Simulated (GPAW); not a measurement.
Crystal: Hf.

```
Hf
1.0
    -1.80500    1.80500    1.80500
     1.80500   -1.80500    1.80500
     1.80500    1.80500   -1.80500
Hf
1
Direct
  0.00000 0.00000 0.00000
```

This isn't the form of Hf at room conditions, which is hcp.

Base run:

- Program: GPAW 26.7.0
- Functional: RPBE
- Potentials or basis: the program's PAW data sets (release 1.2.1) made for this functional
- Cutoff: 600 eV
- Basis: pw
- k mesh: 10 × 10 × 10
- Occupations: gaussian, width 0.1 eV
- Spin: no spin polarisation

Its results: band gap on the k mesh none (metal or under the smearing width); pressure -1.9 GPa.

**Question.** The run is repeated on the same cell with these changes: functional from RPBE to PBEsol; potentials or basis from the program's PAW data sets (release 1.2.1) made for this functional to PAW data sets generated in the run's folder for this functional. What comes out?

**Answer.** Band gap on the k mesh none (metal or under the smearing width); pressure -8.7 GPa.
